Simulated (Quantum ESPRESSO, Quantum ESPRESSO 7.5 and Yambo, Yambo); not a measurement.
# A GW chain in Yambo: BeTe (F-43m)

Aim: the G0W0 gap of BeTe (F-43m) on PBE with spin-orbit coupling, step by step.

Method: PBE and many-body steps on it, plane waves, in Quantum ESPRESSO 7.5 and Yambo 5.3.0.

The database entry behind the starting cell differs from later determinations by our own check (an axis about 1.5 % short against later determinations), so it need not match the best structure at ambient conditions.

### 1. Starting point

Symmetry: F-43m, No. 216, cubic system. Conventional cell: a = 5.540 Å, b = 5.540 Å, c = 5.540 Å, α = 90.00°, β = 90.00°, γ = 90.00°. Be has 4 Te at 2.40 Å nearest. Nearest to Te lie 4 Be at 2.40 Å. Farther neighbours and most contacts between anions are not listed.

Structure file:

```cif
data_structure
_symmetry_space_group_name_H-M 'F-43m'
_symmetry_Int_Tables_number 216
_cell_length_a 5.5400
_cell_length_b 5.5400
_cell_length_c 5.5400
_cell_angle_alpha 90.000
_cell_angle_beta 90.000
_cell_angle_gamma 90.000
_cell_volume 170.03
loop_
_atom_site_label
_atom_site_type_symbol
_atom_site_symmetry_multiplicity
_atom_site_Wyckoff_symbol
_atom_site_fract_x
_atom_site_fract_y
_atom_site_fract_z
_atom_site_occupancy
Be1 Be 4 a 0.00000 0.00000 0.00000 1
Te1 Te 4 d 0.25000 0.25000 0.75000 1
```

The cell and positions come from the Crystallography Open Database and are kept as given unless a step says otherwise.

### 2. Ground state

This step: Quantum ESPRESSO 7.5; DFT, PBE with spin-orbit coupling, plane waves, norm-conserving pseudopotentials.

The ground-state density comes first.

pw.in

```
&control
  calculation = 'scf'
  prefix = 'x'
  outdir = 'o'
  pseudo_dir = 'pseudo'
/
&system
  ibrav = 0
  nat = 2
  ntyp = 2
  ecutwfc = 88.0
  nbnd = 38
  force_symmorphic = .true.
  noncolin = .true.
  lspinorb = .true.
/
&electrons
  conv_thr = 1e-10
  electron_maxstep = 80
  mixing_beta = 0.5
/
ATOMIC_SPECIES
  Be 9.012 Be.upf
  Te 127.6 Te.upf
CELL_PARAMETERS angstrom
  0.0000000000 2.7700000000 2.7700000000
  2.7700000000 0.0000000000 2.7700000000
  2.7700000000 2.7700000000 -0.0000000000
ATOMIC_POSITIONS crystal
  Be 0.0000000000 0.0000000000 0.0000000000
  Te 0.2500000000 0.2500000000 0.2500000000
K_POINTS automatic
  6 6 6 0 0 0
```

Launch:

```bash
OMP_NUM_THREADS=1 mpirun -n 8 pw.x -nk 8 -in pw.in > pw.out
```

The log of the run:

```text
Program PWSCF v.7.5 starts

     This program is part of the open-source Quantum ESPRESSO suite
     for quantum simulation of materials; please cite
         "P. Giannozzi et al., J. Phys.:Condens. Matter 21 395502 (2009);
         "P. Giannozzi et al., J. Phys.:Condens. Matter 29 465901 (2017);
         "P. Giannozzi et al., J. Chem. Phys. 152 154105 (2020);
     in publications or presentations arising from this work. More details at
     Message from routine setup:
     using ibrav=0 with symmetry is DISCOURAGED, use correct ibrav instead

     G-vector sticks info

     bravais-lattice index     =            0
     lattice parameter (alat)  =       7.4028  a.u.
     unit-cell volume          =     286.8573 (a.u.)^3
     number of atoms/cell      =            2
     number of atomic types    =            2
     number of electrons       =        28.00
     number of Kohn-Sham states=           38
     kinetic-energy cutoff     =      88.0000  Ry
     charge density cutoff     =     352.0000  Ry
     scf convergence threshold =      1.0E-10
     mixing beta               =       0.5000
     number of iterations used =            8  plain     mixing
     Exchange-correlation= PBE
                           (   1   4   3   4   0   0   0)
     Non magnetic calculation with spin-orbit

     celldm(1)=   7.402759  celldm(2)=   0.000000  celldm(3)=   0.000000
     celldm(4)=   0.000000  celldm(5)=   0.000000  celldm(6)=   0.000000

     crystal axes: (cart. coord. in units of alat)
               a(1) = (   0.000000   0.707107   0.707107 )
               a(2) = (   0.707107   0.000000   0.707107 )
               a(3) = (   0.707107   0.707107  -0.000000 )

     reciprocal axes: (cart. coord. in units 2 pi/alat)
               b(1) = ( -0.707107  0.707107  0.707107 )
               b(2) = (  0.707107 -0.707107  0.707107 )
               b(3) = (  0.707107  0.707107 -0.707107 )
     Pseudo is Norm-conserving, Zval =  4.0
     Generated using ONCVPSP code by D. R. Hamann
     Using radial grid of 1358 points,  6 beta functions with:
     Pseudo is Norm-conserving + core correction, Zval = 24.0
     Generated using ONCVPSP code by D. R. Hamann
     Using radial grid of 1324 points, 10 beta functions with:
     Be                4.00     9.01200     Be( 1.00)
     Te               24.00   127.60000     Te( 1.00)

     24 Sym. Ops. (no inversion) found

   Cartesian axes

     site n.     atom                  positions (alat units)
         1        Be     tau(   1) = (   0.0000000   0.0000000   0.0000000  )
         2        Te     tau(   2) = (   0.3535534   0.3535534   0.3535534  )

     number of k points=    16
                       cart. coord. in units 2pi/alat
        k(    1) = (   0.0000000   0.0000000   0.0000000), wk =   0.0046296
        k(    2) = (   0.1178511   0.1178511  -0.1178511), wk =   0.0370370
        k(    3) = (   0.2357023   0.2357023  -0.2357023), wk =   0.0370370
        k(    4) = (  -0.3535534  -0.3535534   0.3535534), wk =   0.0185185
        k(    5) = (   0.2357023   0.0000000  -0.0000000), wk =   0.0277778
        k(    6) = (   0.3535534   0.1178511  -0.1178511), wk =   0.1111111
        k(    7) = (  -0.2357023  -0.4714045   0.4714045), wk =   0.1111111
        k(    8) = (  -0.1178511  -0.3535534   0.3535534), wk =   0.1111111
        k(    9) = (   0.0000000  -0.2357023   0.2357023), wk =   0.0555556
        k(   10) = (   0.4714045   0.0000000  -0.0000000), wk =   0.0277778
     [... 4 further rows ...]
        k(   15) = (  -0.1178511  -0.3535534   0.5892557), wk =   0.1111111
        k(   16) = (  -0.7071068   0.2357023   0.0000000), wk =   0.0555556

     Dense  grid:    31951 G-vectors     FFT dimensions: (  45,  45,  45)

     Initial potential from superposition of free atoms

     starting charge      27.9996, renormalised to      28.0000
     Starting wfcs are   30 randomized atomic wfcs +    8 random wfcs

     per-process dynamical memory:    53.5 Mb

     Self-consistent Calculation

     iteration #  1     ecut=    88.00 Ry     beta= 0.50

     Threshold (ethr) on eigenvalues was too large:
     Diagonalizing with lowered threshold

     total energy              =    -590.17997312 Ry
     estimated scf accuracy    <       0.04069924 Ry

     iteration #  2     ecut=    88.00 Ry     beta= 0.50

     total energy              =    -590.18249443 Ry
     estimated scf accuracy    <       0.00447520 Ry

     iteration #  3     ecut=    88.00 Ry     beta= 0.50

     total energy              =    -590.18272823 Ry
     estimated scf accuracy    <       0.00034788 Ry

     iteration #  4     ecut=    88.00 Ry     beta= 0.50

     total energy              =    -590.18275130 Ry
     estimated scf accuracy    <       0.00001429 Ry

     iteration #  5     ecut=    88.00 Ry     beta= 0.50

     total energy              =    -590.18275282 Ry
     estimated scf accuracy    <       0.00000050 Ry

     iteration #  6     ecut=    88.00 Ry     beta= 0.50

     total energy              =    -590.18275292 Ry
     estimated scf accuracy    <       0.00000003 Ry

     iteration #  7     ecut=    88.00 Ry     beta= 0.50

     total energy              =    -590.18275293 Ry
     estimated scf accuracy    <          3.9E-09 Ry

     iteration #  8     ecut=    88.00 Ry     beta= 0.50

     total energy              =    -590.18275293 Ry
     estimated scf accuracy    <          1.3E-10 Ry

     iteration #  9     ecut=    88.00 Ry     beta= 0.50

     End of self-consistent calculation

          k = 0.0000 0.0000 0.0000 (  4015 PWs)   bands (ev):

  -149.4316-149.4316-106.2501-106.2501 -96.5432 -96.5432 -96.5432 -96.5432
   -90.8193 -90.8193 -27.7289 -27.7289 -27.7289 -27.7289 -26.2734 -26.2734
   -26.2636 -26.2636 -26.2636 -26.2636  -3.1889  -3.1889   8.7764   8.7764
     9.7313   9.7313   9.7313   9.7313  12.9902  12.9902  13.0564  13.0564
    13.0564  13.0564  13.6493  13.6493  17.9296  17.9296

          k = 0.1179 0.1179-0.1179 (  3993 PWs)   bands (ev):

  -149.4316-149.4316-106.2501-106.2501 -96.5432 -96.5432 -96.5431 -96.5431
   -90.8193 -90.8193 -27.7283 -27.7281 -27.7280 -27.7280 -26.2721 -26.2721
   -26.2635 -26.2635 -26.2627 -26.2624  -2.9110  -2.9110   7.2497   7.2497
     8.7887   8.7887   9.2902   9.2918  13.0218  13.0218  13.5627  13.5627
    13.6564  13.6701  15.5645  15.5645  18.5315  18.5318

          k = 0.2357 0.2357-0.2357 (  3996 PWs)   bands (ev):

  -149.4316-149.4316-106.2501-106.2501 -96.5432 -96.5432 -96.5432 -96.5432
   -90.8193 -90.8193 -27.7280 -27.7278 -27.7262 -27.7262 -26.2704 -26.2704
   -26.2634 -26.2634 -26.2606 -26.2603  -2.2071  -2.2071   4.7125   4.7125
     8.1782   8.1782   8.6917   8.6934  12.7739  12.7739  14.0299  14.0299
    14.1130  14.1253  17.3537  17.3537  19.0666  19.0667

          k =-0.3536-0.3536 0.3536 (  3996 PWs)   bands (ev):

     [... further k-points ...]

     highest occupied, lowest unoccupied level (ev):     9.7313   11.2968

!    total energy              =    -590.18275293 Ry
     estimated scf accuracy    <          1.0E-11 Ry

     The total energy is the sum of the following terms:
     one-electron contribution =    -443.49220613 Ry
     hartree contribution      =     205.93348534 Ry
     xc contribution           =     -78.65446594 Ry
     ewald contribution        =    -273.96956620 Ry

     convergence has been achieved in   9 iterations

     XML data file, charge density, pseudopotentials, collected wavefunctions

=------------------------------------------------------------------------------=
   JOB DONE.
=------------------------------------------------------------------------------=
```

Elapsed: 11 s, on 8 MPI ranks of Arm Neoverse V2, shared host; peak memory 0.82 GiB.

This step gave:

- total energy: -8029.8454 eV
- gap: 1.565 eV
- k of the valence top: 0, 0, 0
- k of the conduction bottom: 0, -0.5, -0.5
- least direct gap: 3.259 eV

The gap is indirect, with the least direct gap 1.69 eV higher.

### 3. Bands along the symmetry lines

The cheap functional maps the bands first; the places of the edges decide which points the dearer methods must see.

pw.in

```
&control
  calculation = 'bands'
  prefix = 'x'
  outdir = 'o'
  pseudo_dir = 'pseudo'
/
&system
  ibrav = 0
  nat = 2
  ntyp = 2
  ecutwfc = 88.0
  nbnd = 40
  force_symmorphic = .true.
  noncolin = .true.
  lspinorb = .true.
/
&electrons
  conv_thr = 1e-9
  electron_maxstep = 80
  diago_full_acc = .true.
  diago_thr_init = 5e-6
/
ATOMIC_SPECIES
  Be 9.012 Be.upf
  Te 127.6 Te.upf
CELL_PARAMETERS angstrom
  0.0000000000 2.7700000000 2.7700000000
  2.7700000000 0.0000000000 2.7700000000
  2.7700000000 2.7700000000 -0.0000000000
ATOMIC_POSITIONS crystal
  Be 0.0000000000 0.0000000000 0.0000000000
  Te 0.2500000000 0.2500000000 0.2500000000
K_POINTS crystal
  50
  0.00000000 0.00000000 0.00000000 1
  -0.06250000 -0.06250000 0.00000000 1
  -0.12500000 -0.12500000 0.00000000 1
  -0.18750000 -0.18750000 0.00000000 1
  -0.25000000 -0.25000000 0.00000000 1
  -0.31250000 -0.31250000 0.00000000 1
  -0.37500000 -0.37500000 0.00000000 1
  -0.43750000 -0.43750000 0.00000000 1
  -0.50000000 -0.50000000 0.00000000 1
  -0.48437500 -0.48437500 0.03125000 1
  -0.46875000 -0.46875000 0.06250000 1
  -0.45312500 -0.45312500 0.09375000 1
  -0.43750000 -0.43750000 0.12500000 1
  -0.42187500 -0.42187500 0.15625000 1
  -0.40625000 -0.40625000 0.18750000 1
  -0.39062500 -0.39062500 0.21875000 1
  -0.37500000 -0.37500000 0.25000000 1
  -0.37500000 0.00000000 0.37500000 1
  -0.32812500 0.00000000 0.32812500 1
  -0.28125000 0.00000000 0.28125000 1
  -0.23437500 0.00000000 0.23437500 1
  -0.18750000 0.00000000 0.18750000 1
  -0.14062500 0.00000000 0.14062500 1
  -0.09375000 0.00000000 0.09375000 1
  -0.04687500 0.00000000 0.04687500 1
  0.00000000 0.00000000 0.00000000 1
  0.00000000 0.00000000 0.06250000 1
  0.00000000 0.00000000 0.12500000 1
  0.00000000 0.00000000 0.18750000 1
  0.00000000 0.00000000 0.25000000 1
  0.00000000 0.00000000 0.31250000 1
  0.00000000 0.00000000 0.37500000 1
  0.00000000 0.00000000 0.43750000 1
  -0.00000000 -0.00000000 0.50000000 1
  -0.06250000 -0.03125000 0.46875000 1
  -0.12500000 -0.06250000 0.43750000 1
  -0.18750000 -0.09375000 0.40625000 1
  -0.25000000 -0.12500000 0.37500000 1
  -0.31250000 -0.15625000 0.34375000 1
  -0.37500000 -0.18750000 0.31250000 1
  -0.43750000 -0.21875000 0.28125000 1
  -0.50000000 -0.25000000 0.25000000 1
  -0.50000000 -0.28125000 0.21875000 1
  -0.50000000 -0.31250000 0.18750000 1
  -0.50000000 -0.34375000 0.15625000 1
  -0.50000000 -0.37500000 0.12500000 1
  -0.50000000 -0.40625000 0.09375000 1
  -0.50000000 -0.43750000 0.06250000 1
  -0.50000000 -0.46875000 0.03125000 1
  -0.50000000 -0.50000000 0.00000000 1
```

The log of the run:

```text
[banner, memory and clock lines left out]
Program PWSCF v.7.5 starts

     Atomic positions and unit cell read from directory:
     o/x.save/

     Message from routine setup:
     using ibrav=0 with symmetry is DISCOURAGED, use correct ibrav instead

     G-vector sticks info

     bravais-lattice index     =            0
     lattice parameter (alat)  =       7.4028  a.u.
     unit-cell volume          =     286.8573 (a.u.)^3
     number of atoms/cell      =            2
     number of atomic types    =            2
     number of electrons       =        28.00
     number of Kohn-Sham states=           40
     kinetic-energy cutoff     =      88.0000  Ry
     charge density cutoff     =     352.0000  Ry
     Exchange-correlation= PBE
                           (   1   4   3   4   0   0   0)
     Non magnetic calculation with spin-orbit

     celldm(1)=   7.402759  celldm(2)=   0.000000  celldm(3)=   0.000000
     celldm(4)=   0.000000  celldm(5)=   0.000000  celldm(6)=   0.000000

     crystal axes: (cart. coord. in units of alat)
               a(1) = (   0.000000   0.707107   0.707107 )
               a(2) = (   0.707107   0.000000   0.707107 )
               a(3) = (   0.707107   0.707107  -0.000000 )

     reciprocal axes: (cart. coord. in units 2 pi/alat)
               b(1) = ( -0.707107  0.707107  0.707107 )
               b(2) = (  0.707107 -0.707107  0.707107 )
               b(3) = (  0.707107  0.707107 -0.707107 )
     Pseudo is Norm-conserving, Zval =  4.0
     Generated using ONCVPSP code by D. R. Hamann
     Using radial grid of 1358 points,  6 beta functions with:
     Pseudo is Norm-conserving + core correction, Zval = 24.0
     Generated using ONCVPSP code by D. R. Hamann
     Using radial grid of 1324 points, 10 beta functions with:
     Be                4.00     9.01200     Be( 1.00)
     Te               24.00   127.60000     Te( 1.00)

     24 Sym. Ops. (no inversion) found

   Cartesian axes

     site n.     atom                  positions (alat units)
         1        Be     tau(   1) = (   0.0000000   0.0000000   0.0000000  )
         2        Te     tau(   2) = (   0.3535534   0.3535534   0.3535534  )

     number of k points=    50
                       cart. coord. in units 2pi/alat
        k(    1) = (   0.0000000   0.0000000   0.0000000), wk =   0.0200000
        k(    2) = (   0.0000000   0.0000000  -0.0883883), wk =   0.0200000
        k(    3) = (   0.0000000   0.0000000  -0.1767767), wk =   0.0200000
[...]
[... 38 further rows ...]
        k(   49) = (   0.0441942  -0.0000000  -0.7071068), wk =   0.0200000
        k(   50) = (   0.0000000   0.0000000  -0.7071068), wk =   0.0200000

     Dense  grid:    31951 G-vectors     FFT dimensions: (  45,  45,  45)

     The potential is recalculated from file :
     o/x.save/charge-density

     Starting wfcs are   30 randomized atomic wfcs +   10 random wfcs

     Band Structure Calculation

     End of band structure calculation

          k = 0.0000 0.0000 0.0000 (  4015 PWs)   bands (ev):

  -149.4316-149.4316-106.2501-106.2501 -96.5431 -96.5431 -96.5431 -96.5431
   -90.8193 -90.8193 -27.7289 -27.7289 -27.7289 -27.7289 -26.2733 -26.2733
   -26.2636 -26.2636 -26.2636 -26.2636  -3.1889  -3.1889   8.7764   8.7764
     9.7313   9.7313   9.7313   9.7313  12.9902  12.9902  13.0564  13.0564
[...]
k = 0.0000 0.0000-0.0884 (  3951 PWs)   bands (ev):

  -149.4316-149.4316-106.2501-106.2501 -96.5431 -96.5431 -96.5431 -96.5431
[...]
k = 0.0000 0.0000-0.1768 (  3967 PWs)   bands (ev):

  -149.4316-149.4316-106.2501-106.2501 -96.5431 -96.5431 -96.5431 -96.5431
[...]
k =-0.0000 0.0000-0.2652 (  3984 PWs)   bands (ev):

[...]
k = 0.0000 0.0000-0.3536 (  4016 PWs)   bands (ev):

[...]
k = 0.0000-0.0000-0.4419 (  4008 PWs)   bands (ev):

[...]
k =-0.0000 0.0000-0.5303 (  4016 PWs)   bands (ev):

[...]
k = 0.0000-0.0000-0.6187 (  4016 PWs)   bands (ev):

[...]
k = 0.5303-0.0000-0.5303 (  4031 PWs)   bands (ev):

[...]
k = 0.0000 0.0000 0.0000 (  4015 PWs)   bands (ev):

[...]
k = 0.1326 0.0000-0.7071 (  4012 PWs)   bands (ev):

[...]
k = 0.0884-0.0000-0.7071 (  4004 PWs)   bands (ev):

[...]
k = 0.0442-0.0000-0.7071 (  4002 PWs)   bands (ev):

  -149.4316-149.4316-106.2501-106.2501 -96.5432 -96.5432 -96.5432 -96.5432
[...]
k = 0.0000 0.0000-0.7071 (  3984 PWs)   bands (ev):

  -149.4316-149.4316-106.2501-106.2501 -96.5432 -96.5432 -96.5431 -96.5431
[...]
6.4049   6.4049   6.8044   6.8044  11.2968  11.2968  12.0516  12.0516
    19.3344  19.3344  19.6952  19.6952  21.3730  21.3730  22.9627  22.9628

     XML data file, pseudopotentials, collected wavefunctions
```

The job ended after 9.5 s (8 MPI ranks; peak memory 0.7 GiB).

This step gave:

```
gap                        : 1.565 eV
k of the valence top       : 0, 0, 0
k of the conduction bottom : -0.5, -0.5, 0
least direct gap           : 3.259 eV
```

The gap is 1.565 eV, as in the run before at this level.

The electronic bands at the labelled points (eV, zero at the top of the highest filled band):

```
    point  band 25  band 26  band 27  band 28  band 29  band 30  band 31  band 32
        Γ     0.00     0.00     0.00     0.00     3.26     3.26     3.33     3.33
  halfway    -2.27    -2.27    -1.89    -1.89     2.25     2.25     4.15     4.15
        X    -3.33    -3.33    -2.93    -2.93     1.57     1.57     2.32     2.32
  halfway    -3.77    -3.65    -2.97    -2.96     1.92     1.93     2.99     3.06
        U    -4.60    -4.32    -2.68    -2.67     2.33     2.36     4.99     5.08
jump to K    -4.60    -4.32    -2.68    -2.67     2.33     2.36     4.99     5.08
  halfway    -2.81    -2.67    -1.01    -0.99     3.86     3.88     4.39     4.41
        Γ     0.00     0.00     0.00     0.00     3.26     3.26     3.33     3.33
  halfway    -1.29    -1.29    -0.77    -0.77     3.16     3.16     4.17     4.17
        L    -1.78    -1.78    -1.27    -1.27     2.94     2.94     4.27     4.27
  halfway    -3.48    -3.33    -2.37    -2.27     3.90     3.93     4.11     4.25
        W    -4.54    -4.08    -3.72    -3.67     4.99     5.02     5.25     5.27
  halfway    -3.83    -3.65    -3.37    -3.34     2.67     2.67     3.30     3.37
        X    -3.33    -3.33    -2.93    -2.93     1.57     1.57     2.32     2.32
```

[end of part 1 of 3]

[Paths, hosts, dates, memory and timing lines, banners, echoed tables and standing remarks are left out of the program output.]

[Logs are printed without paths, hosts, clocks, repeated set-up lines and the standing remarks that a program may print on its own settings, such as how far it seeks lower states.]

[Runs of the session that timed out or met a known fault of the program may be left out.]

[Hosts, paths, dates, database ids (printed as entryN), source tags and the programs' standing remarks are cut or masked in the printed files.]
